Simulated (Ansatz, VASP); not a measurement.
**ZnSnN2: VASP beside Ansatz**

INCAR

```
PREC = Accurate ; ENCUT = 520
EDIFF = 1E-7 ; ISMEAR = -1
SIGMA = 0.02 ; LREAL = F
LASPH = T ; NELM = 80
ALGO = Normal ; ISIF = 2
LWAVE = F ; LCHARG = F
GGA = PE ; NBANDS = 46
```

Contents of KPOINTS:

```
regular mesh
0
Gamma
  6 6 2
```

The input POSCAR:

```
ZnSnN2
1.0
    3.5676827889      0.0000000000      0.0000000000
    0.0000000000      3.5676827889      0.0000000000
    0.0000000000      0.0000000000      9.4395453556
Zn N Sn
2 4 2
Direct
    0.5000000000      0.0000000000      0.9038118136
    0.0000000000      0.5000000000      0.0961881864
    0.5000000000      0.5000000000      0.0000000000
    0.0000000000      0.0000000000      0.2426800014
    0.5000000000      0.5000000000      0.5000000000
    0.0000000000      0.0000000000      0.7573199986
    0.5000000000      0.0000000000      0.3559829609
    0.0000000000      0.5000000000      0.6440170391
```

Input for Ansatz:

```yaml
crystal:
  lattice:
    - [3.5676827889, 0.0, 0.0]
    - [0.0, 3.5676827889, 0.0]
    - [0.0, 0.0, 9.4395453556]
  atoms:
    - { symbol: Zn, position: [0.5, 0.0, 0.9038118136] }
    - { symbol: "N", position: [0.5, 0.5, 0.0] }
    - { symbol: Zn, position: [0.0, 0.5, 0.0961881864] }
    - { symbol: "N", position: [0.0, 0.0, 0.2426800014] }
    - { symbol: Sn, position: [0.5, 0.0, 0.3559829609] }
    - { symbol: "N", position: [0.5, 0.5, 0.5] }
    - { symbol: Sn, position: [0.0, 0.5, 0.6440170391] }
    - { symbol: "N", position: [0.0, 0.0, 0.7573199986] }
kpoints:
  mp_grid: { grid: [6, 6, 2] }
hamiltonian:
  xc: pbe
scf:
  occupations: { method: fermi_dirac, width: 0.02 }
  n_extra_bands: 6
output:
  forces: true
  stress: true
  eigenvalues: true
```

Alike in both runs: task single point; functional PBE; k mesh 6 × 6 × 2; occupations fermi-dirac, width 0.02 eV; no spin polarisation.

```csv
,VASP,Ansatz
version,VASP 6.6.1,Ansatz 0.2.0
potentials or method,"VASP PAW PBE potentials, release 64 (Zn, N, Sn_d)","plane waves, PAW"
plane-wave cutoff (eV),520,420
valence electrons in the cell,72,72
```

```tsv
	VASP	Ansatz	Ansatz less VASP
pressure (GPa)	-6.3	-6.6	-0.28
largest component of the traceless stress (GPa)	0.92	0.99	+0.075
rms of the force components (eV/Å)	0.063	0.064	+0.0007
```
